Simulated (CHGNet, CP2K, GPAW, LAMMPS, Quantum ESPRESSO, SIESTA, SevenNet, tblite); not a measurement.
**Codes compared on amorphous Hg30S21Se9 (60 atoms)**

Aim: run amorphous Hg30S21Se9 (60 atoms) in several programs and set results and cost side by side. A plane-wave run serves as the reference.

Program: Quantum ESPRESSO 7.5. Level of theory: Kohn-Sham DFT, PBE, SSSP efficiency 1.3.0 pseudopotentials, plane waves. Results are calculated unless marked as measured.

## (1) The starting structure

The cell holds 60 atoms: 30 Hg, 21 S and 9 Se. Cell: a = 11.895 Å, b = 11.895 Å, c = 11.895 Å, α = 90.0°, β = 90.0°, γ = 90.0°. 60 atoms (30 Hg, 21 S, 9 Se) placed at random at 7.3 g/cm³, melted at 2500 K for 10 ps at fixed volume with the Stillinger-Weber II-VI potential (Zhou et al., Phys. Rev. B 88, 085309 (2013)). Quenched from 2500 K to 300 K at 3 K/ps and fixed volume, held 5 ps, then minimised at fixed cell.

## (2) Plane-wave reference

File pw.in:

```
&control
  calculation = 'scf'
  pseudo_dir = './pseudo'
  outdir = './tmp'
  disk_io = 'none'
  tprnfor = .true.
  tstress = .true.
/
&system
  ibrav = 0
  nat = 60
  ntyp = 3
  ecutwfc = 55
  ecutrho = 440
  nosym = .true.
  occupations = 'smearing'
  smearing = 'fd'
  degauss = 0.003675
/
&electrons
  conv_thr = 3.0e-07
  electron_maxstep = 100
  mixing_beta = 0.4
  mixing_mode = 'plain'
  diagonalization = 'david'
/
ATOMIC_SPECIES
Hg 200.592 Hg.upf
S 32.060 S.upf
Se 78.971 Se.upf
CELL_PARAMETERS angstrom
11.89490 0.00000 0.00000
0.00000 11.89490 0.00000
0.00000 0.00000 11.89490
ATOMIC_POSITIONS crystal
Hg 0.07001 0.78688 0.21352
Hg 0.06669 0.68095 0.97269
Hg 0.95640 0.46892 0.76005
Hg 0.50280 0.97084 0.14502
Hg 0.73983 0.65799 0.74687
Hg 0.72809 0.84180 0.52689
Hg 0.51707 0.62223 0.26623
Hg 0.79160 0.11802 0.98247
Hg 0.43066 0.61959 0.94235
Hg 0.32036 0.25321 0.24960
Hg 0.42898 0.93780 0.39559
Hg 0.75135 0.44220 0.00462
[... 44 atom lines left out ...]
Se 0.33551 0.10455 0.08520
Se 0.81390 0.29904 0.83138
Se 0.78210 0.91837 0.88617
Se 0.98236 0.14767 0.68273
K_POINTS gamma
```

Started as:

```
> OMP_NUM_THREADS=1 mpirun -np 4 pw.x -in pw.in > output.txt
```

Log:

```text
Program PWSCF
     gamma-point specific algorithms are used
     one sub-group per band group will be used
     scalapack distributed-memory algorithm (size of sub-group:  2*  2 procs)
     Parallelization info
     sticks:   dense  smooth     PW     G-vecs:    dense   smooth      PW
     Min        4423    2209    553               442364   156374   19549
     Max        4426    2212    556               442370   156380   19556
     Sum       17697    8841   2217              1769463   625507   78205
     bravais-lattice index     =            0
     lattice parameter (alat)  =      22.4781  a.u.
     unit-cell volume          =   11357.4017 (a.u.)^3
     number of atoms/cell      =           60
     number of atomic types    =            3
     number of electrons       =       780.00
[... lines left out ...]
     scf convergence threshold =      3.0E-07
[... lines left out ...]
     number of k points=     1  Fermi-Dirac smearing, width (Ry)=  0.0037
[... lines left out ...]
     total energy              =  -10200.03829948 Ry
[... lines left out ...]
     total energy              =  -10198.64814981 Ry
[... lines left out ...]
     total energy              =  -10201.70629204 Ry
[... lines left out ...]
     total energy              =  -10202.12782389 Ry
[... lines left out ...]
     total energy              =  -10202.12782398 Ry
[... lines left out ...]
   -55.9730 -55.9642 -55.9575 -55.9368 -55.9329 -55.9257 -55.9193 -55.8942
   -55.8895 -55.8737 -55.8568 -55.8505 -55.8458 -55.8433 -55.8398 -55.8370
   -55.8344 -55.8286 -55.8198 -55.8125 -55.8101 -55.8084 -55.8043 -55.7997
[...]
12.6879  12.7794  12.7974  12.8836  12.9104  12.9473  13.0278  13.0705
    13.1219  13.1426  13.1788  13.2402  13.2710  13.3306  13.4051  13.4442
    13.4848  13.5109  13.5460  13.5917
     the Fermi energy is     7.5058 ev
!    total energy              =  -10202.12782396 Ry
     estimated scf accuracy    <       0.00000008 Ry
     smearing contrib. (-TS)   =      -0.01367793 Ry
     internal energy E=F+TS    =  -10202.11414603 Ry
     The total energy is F=E-TS. E is the sum of the following terms:
     one-electron contribution =   -6834.29115063 Ry
     hartree contribution      =    3470.47228804 Ry
     xc contribution           =   -1266.45344139 Ry
     ewald contribution        =   -5571.84184205 Ry
     convergence has been achieved in  22 iterations
     Forces acting on atoms (cartesian axes, Ry/au):
     atom    1 type  1   force =     0.01686333    0.01094054   -0.00300290
     atom    2 type  1   force =     0.02572089   -0.02100518    0.00296435
     atom    3 type  1   force =     0.01679947   -0.01655267    0.00208732
[...]
atom   59 type  3   force =    -0.01589657    0.00451026   -0.03514629
     atom   60 type  3   force =     0.00225886   -0.01123983   -0.03008253
     Total force =     0.214781     Total SCF correction =     0.001584
     Computing stress (Cartesian axis) and pressure
          total   stress  (Ry/bohr**3)                   (kbar)     P=        3.69
   0.00003051  -0.00002700   0.00001387            4.49       -3.97        2.04
  -0.00002700   0.00000742  -0.00000331           -3.97        1.09       -0.49
   0.00001387  -0.00000331   0.00003724            2.04       -0.49        5.48
     Message from routine punch:
     Nothing written, as per user request (disk_io='none')
```

The job ended after 11 min (4 MPI ranks of Arm Neoverse V1, shared host; peak memory 5.2 GiB; 43 min of CPU time).

Banners, paths, timers and routine set-up lines are dropped from the logs unmarked, and long logs keep their key lines alone; longer cuts are marked.

Numbers from this run:

| Quantity | Value |
| --- | --- |
| r.m.s. force component | 0.4116 eV/Å |
| longest force | 1.594 eV/Å |
| pressure | 0.3687 GPa |

## (3) What was run beside it

The programs:
- CHGNet: machine-learned potential, published weights.
- CP2K 2026.2: Gaussian basis with GTH pseudopotentials and a plane-wave density; labels give functional, basis (MOLOPT sets; SR short-range, UZH the newer set with its own potentials), grid cutoff/relative cutoff and solver (OT: orbital transformation; TRS4, TC2, SIGN: linear-scaling purification with its sparsity filter), or its built-in tight binding.
- GPAW 26.7.0: PAW with atomic orbitals (LCAO), plane waves or a real-space grid of spacing h.
- SIESTA 5.4.2: numerical atomic orbitals, whose automatically made sets are far from complete, with PseudoDojo norm-conserving potentials that we converted to its format (checked against plane waves on the same files for H, C, O, Si, Ge and Ca alone); labels give functional, basis size, energy shift and mesh cutoff.
- SevenNet: machine-learned potential, published weights.
- tblite 0.8.0: extended tight binding, driven from Python.

All use the same cell and atoms; the electronic-structure runs use the same k-mesh, and an electronic temperature of 580 K (0.05 eV) where levels are smeared.

Differences are against the plane-wave reference, forces as r.m.s. over components; share is that over the reference's r.m.s. force, slope the least-squares factor from reference forces to these. Total energies of different programs have different zeros and aren't compared.

| run | Δ force, r.m.s. (meV/Å) | share (%) | slope | Δ pressure (GPa) | cores | CPU time | memory (GiB) |
| --- | --- | --- | --- | --- | --- | --- | --- |
| reference | - | - | - | - | 4 | 43 min | 5.2 |
| CHGNet 0.3.0 potential | 254 | 61.8 | 0.645 | -0.5 | 1 | 4.2 s | 0.56 |
| CHGNet r2SCAN potential | 291 | 70.6 | 0.455 | -1.54 | 1 | 3.6 s | 0.56 |
| CP2K PBE+rVV10L, DZVP-MOLOPT-SR, 600/60 Ry, diagonalisation | 47.2 | 11.5 | 1.004 | -0.277 | 2 | 16 min | 8.9 |
| CP2K PBE, DZVP-MOLOPT-SR, 210/60 Ry, diagonalisation (coarse) | 40.9 | 9.94 | 1.018 | 0.645 | 1 | 4.9 min | 1.4 |
| CP2K PBE, DZVP-MOLOPT-SR, 600/30 Ry, diagonalisation (coarse) | 40.1 | 9.74 | 1.019 | 0.660 | 2 | 5 min | 4.8 |
| CP2K PBE, DZVP-MOLOPT-SR, 600/60 Ry, diagonalisation | 40.2 | 9.76 | 1.019 | 0.645 | 2 | 7 min | 4.8 |
| CP2K PBE, DZVP-MOLOPT-SR, 840/60 Ry, diagonalisation | 40.2 | 9.76 | 1.019 | 0.645 | 2 | 8.7 min | 8 |
| CP2K PBE, SZV-MOLOPT-SR, 600/60 Ry, diagonalisation (coarse) | 322 | 78.3 | 1.325 | 1.60 | 1 | 4.1 min | 4.5 |
| CP2K PBE, TZV2P-MOLOPT (SR for Hg, Se), 600/60 Ry, diagonalisation | 29.9 | 7.26 | 0.998 | 0.639 | 4 | 11 min | 7.4 |
| CP2K PBE, TZVP-UZH, 600/60 Ry, diagonalisation | 30.6 | 7.44 | 1.003 | 0.721 | 4 | 9.5 min | 7.1 |
| GPAW PBE, LCAO dzp, h 0.2 Å | 61.4 | 14.9 | 0.997 | - | 1 | 4.4 min | 1.7 |
| GPAW PBE, LCAO dzp, h 0.22 Å (coarse) | 60.0 | 14.6 | 0.994 | - | 1 | 4 min | 1.4 |
| GPAW PBE, LCAO sz(dzp), h 0.2 Å (coarse) | 243 | 59.0 | 0.933 | - | 1 | 1.9 min | 1.4 |
| GPAW PBE, LCAO szp(dzp), h 0.2 Å (coarse) | 94.9 | 23.1 | 0.993 | - | 1 | 2.9 min | 1.6 |
| SIESTA PBE, DZ, shift 0.01 Ry, mesh 300 Ry (coarse) | 264 | 64.1 | 1.058 | -1.23 | 1 | 96 s | 0.58 |
| SIESTA PBE, DZP, shift 0.01 Ry, mesh 300 Ry | 202 | 49.1 | 1.158 | -4.36 | 2 | 2.6 min | 1 |
| SIESTA PBE, DZP, shift 0.02 Ry, mesh 300 Ry | 373 | 90.7 | 1.232 | -10.9 | 2 | 2.2 min | 0.91 |
| SIESTA PBE, SZ, shift 0.01 Ry, mesh 300 Ry (coarse) | 2508 | 609 | 2.728 | -11.7 | 1 | 2 min | 0.52 |
| SIESTA PBE, SZ, shift 0.02 Ry, mesh 300 Ry (coarse) | 2581 | 627 | 2.733 | -14.7 | 1 | 2.3 min | 0.49 |
| SevenNet l3i5 potential | 146 | 35.4 | 0.881 | 0.0082 | 1 | 10 s | 0.87 |
| tblite GFN1-xTB | 262 | 63.6 | 0.906 | -1.55 | 1 | 2.3 s | 0.11 |

Rows marked coarse were listed beforehand as settings not expected to be converged; some can still land near the reference.

Times of the machine-learned potentials are mostly Python's start and the loading of weights.

CPU time is summed over cores on a shared host, where runs went side by side, so it is rough. Symmetry, cutoffs, thresholds, outputs and thread counts weren't matched or tuned between programs; memory under MPI is the largest rank's times the ranks.

Mean charges by element (e), by run and scheme:

```
                                                               run     scheme     Hg      S     Se
       CP2K PBE+rVV10L, DZVP-MOLOPT-SR, 600/60 Ry, diagonalisation   Mulliken   0.00  +0.01  -0.03
       CP2K PBE+rVV10L, DZVP-MOLOPT-SR, 600/60 Ry, diagonalisation  Hirshfeld  +0.21  -0.21  -0.19
              CP2K PBE, DZVP-MOLOPT-SR, 600/60 Ry, diagonalisation   Mulliken  +0.02  -0.01  -0.05
              CP2K PBE, DZVP-MOLOPT-SR, 600/60 Ry, diagonalisation  Hirshfeld  +0.21  -0.22  -0.19
              CP2K PBE, DZVP-MOLOPT-SR, 840/60 Ry, diagonalisation   Mulliken  +0.02  -0.01  -0.05
              CP2K PBE, DZVP-MOLOPT-SR, 840/60 Ry, diagonalisation  Hirshfeld  +0.21  -0.22  -0.19
CP2K PBE, TZV2P-MOLOPT (SR for Hg, Se), 600/60 Ry, diagonalisation   Mulliken  +0.55  -0.49  -0.69
CP2K PBE, TZV2P-MOLOPT (SR for Hg, Se), 600/60 Ry, diagonalisation  Hirshfeld  +0.21  -0.22  -0.19
                    CP2K PBE, TZVP-UZH, 600/60 Ry, diagonalisation   Mulliken  +0.43  -0.49  -0.27
                    CP2K PBE, TZVP-UZH, 600/60 Ry, diagonalisation  Hirshfeld  +0.21  -0.22  -0.19
                       SIESTA PBE, DZP, shift 0.01 Ry, mesh 300 Ry  Hirshfeld  +0.64  -0.62  -0.68
                       SIESTA PBE, DZP, shift 0.02 Ry, mesh 300 Ry  Hirshfeld  +0.66  -0.65  -0.70
                                                   tblite GFN1-xTB   Mulliken  +0.25  -0.30  -0.13
```

Within one program, basis, potentials and functional, energies share a zero. Each run against its twin at the usual cutoff or grid and solver:

```csv
run,twin,Δ energy (meV/atom),"Δ force, r.m.s. (meV/Å)",CPU time over the twin's
"CP2K PBE, DZVP-MOLOPT-SR, 210/60 Ry, diagonalisation","DZVP-MOLOPT-SR, 600/60 Ry, diagonalisation",-0.0212,6.92,0.69 (this twin ran on 2 cores)
"CP2K PBE, DZVP-MOLOPT-SR, 600/30 Ry, diagonalisation","DZVP-MOLOPT-SR, 600/60 Ry, diagonalisation",-0.0577,4.12,0.71
"CP2K PBE, DZVP-MOLOPT-SR, 840/60 Ry, diagonalisation","DZVP-MOLOPT-SR, 600/60 Ry, diagonalisation",0,0.043,1.2
"GPAW PBE, LCAO dzp, h 0.22 Å","LCAO dzp, h 0.2 Å",15.3,23.4,0.90
```

## (4) Outcome

```json
{
 "reference r.m.s. force component": "0.412 eV/Å",
 "nearest in forces": "CP2K PBE, TZV2P-MOLOPT (SR for Hg, Se), 600/60 Ry, diagonalisation, 7.3 %",
 "farthest in forces": "SIESTA PBE, SZ, shift 0.02 Ry, mesh 300 Ry (coarse), 627 %",
 "cheapest electronic-structure run beside the reference": "tblite GFN1-xTB, 2.3 s of CPU time"
}
```

What this shows: The PBE runs in local orbitals, coarse settings apart, differ by 7.3 % (CP2K PBE, TZV2P-MOLOPT (SR for Hg, Se), 600/60 Ry, diagonalisation) to 91 % (SIESTA PBE, DZP, shift 0.02 Ry, mesh 300 Ry); basis, grid and potentials can all enter. Tight binding differs by 64 % (tblite GFN1-xTB); it is another model, with fitted parameters of its own, and the xTB methods hold dispersion. Machine-learned potentials differ by 35 % (SevenNet l3i5 potential) to 71 % (CHGNet r2SCAN potential); they were trained on other programs' data, some at another functional. Among those trained on PBE data the slope goes as low as 0.65, with a correlation of 0.79, so directions differ as well as sizes. Rows with another functional or a dispersion term differ by 11 % (CP2K PBE+rVV10L, DZVP-MOLOPT-SR, 600/60 Ry, diagonalisation), which mixes the change of model with differences of basis and potentials. Runs with settings chosen to be coarse differ by 9.7 % (CP2K PBE, DZVP-MOLOPT-SR, 600/30 Ry, diagonalisation) to 627 % (SIESTA PBE, SZ, shift 0.02 Ry, mesh 300 Ry), their programs' other errors included. Of the electronic-structure runs that take under half the reference's CPU time, CP2K PBE, TZV2P-MOLOPT (SR for Hg, Se), 600/60 Ry, diagonalisation is among the nearest, at 7.3 % in 11 min against 43 min. In pressure, SIESTA PBE, SZ, shift 0.02 Ry, mesh 300 Ry misses by -14.7 GPa, at the same functional. Charges hang on model, scheme and program or settings: among these rows the mean for Se runs from -0.70 to -0.03 e. In the reference: levels near the Fermi energy are neither full nor empty under the smearing, so no gap is quoted. Periodic xTB results under one method name differ between programs and library versions. The potentials hold different valence shells: 780 electrons in the reference, 720 in GPAW, 870 in SIESTA and 540 in CP2K with TZV2P-MOLOPT; this bears on time and differences. The reference's pressure holds the uncorrected Pulay stress of its 55 Ry basis, so small pressure differences, and their order, may be the reference's own error. Machine-learned potentials mimic data converged in k, so the reference's own k-point error enters their differences. The quench rate of 3 K/ps is many orders above laboratory rates, so the cell is likely richer in defects and strain than a real sample. The network of bonds at the start is that of the classical potential that made the cell, and needn't be the one that DFT or experiment would give. The electronic-structure runs sample only Γ, in a cell whose shortest periodic width is 12 Å, which is coarse for a cell with partly filled levels. Spin–orbit coupling is left out, which matters for the levels of the heavy elements.

[Also dropped from logs without a mark: logging warnings of Python, and SIESTA's first energy breakdown and zero terms.]

[Logs are printed without paths, hosts, clocks, repeated set-up lines and the standing remarks that a program may print on its own settings, such as how far it seeks lower states.]

[Hosts, paths, dates, database ids (printed as entryN), source tags and the programs' standing remarks are cut or masked in the printed files.]
